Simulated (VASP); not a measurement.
The system is TaS2.

```
CELL_PARAMETERS angstrom
3.35000 0.00000 0.00000
-1.67500 2.90119 0.00000
0.00000 0.00000 5.86000
ATOMIC_POSITIONS crystal
Ta 0.00000 0.00000 0.00000
S 0.66667 0.33333 0.75000
S 0.33333 0.66667 0.25000
```

| Quantity | Value |
| --- | --- |
| Program | VASP 6.6.1 |
| Task | relaxation of cell and atoms |
| Functional | LDA |
| Potentials or basis | VASP PAW LDA potentials, release 64 (Ta_pv, S) |
| Cutoff | 600 eV |
| k mesh | 9 × 9 × 5 |
| Occupations | fermi-dirac, width 0.05 eV |
| Spin | no spin polarisation |

At the start: pressure 1.8 GPa; volume 18.98 Å³/atom.

**Question.** Where does the relaxation end?

**Answer.** Over 17 steps the energy falls by 22.9 meV/atom and the volume is 17.98 Å³/atom (-5.3 %); space group P-3m1 (No. 164, to 0.05 Å).

Step by step:
```csv
step,energy change (eV),largest force (eV/Å),pressure (GPa),volume (Å³)
1,0.0000,0.8253,1.79,56.95
2,-0.0061,0.4980,-5.84,58.70
3,-0.0317,0.1043,-2.44,57.87
4,-0.0529,0.0582,-0.49,56.30
5,-0.0529,0.0576,-0.48,56.29
6,-0.0551,0.1904,0.39,55.87
7,-0.0552,0.2357,0.70,55.73
8,-0.0563,0.2298,0.61,55.68
9,-0.0591,0.2119,0.37,55.53
10,-0.0626,0.1758,-0.08,55.23
11,-0.0597,0.0977,-0.84,54.60
12,-0.0630,0.1613,-0.28,55.05
13,-0.0654,0.0938,-0.46,54.85
14,-0.0678,0.0760,-0.88,54.35
15,-0.0681,0.0378,0.63,53.59
16,-0.0687,0.0117,-0.03,53.92
17,-0.0687,0.0009,0.00,53.93
```

Final structure:
```yaml
crystal:
  lattice:
    - [3.29418, 0.00000, 0.00000]
    - [-1.64709, 2.85284, 0.00000]
    - [0.00000, 0.00000, 5.73861]
  atoms:
    - { symbol: Ta, position: [0.00000, 0.00000, 0.00000] }
    - { symbol: S, position: [0.66667, 0.33333, 0.73195] }
    - { symbol: S, position: [0.33333, 0.66667, 0.26805] }
```
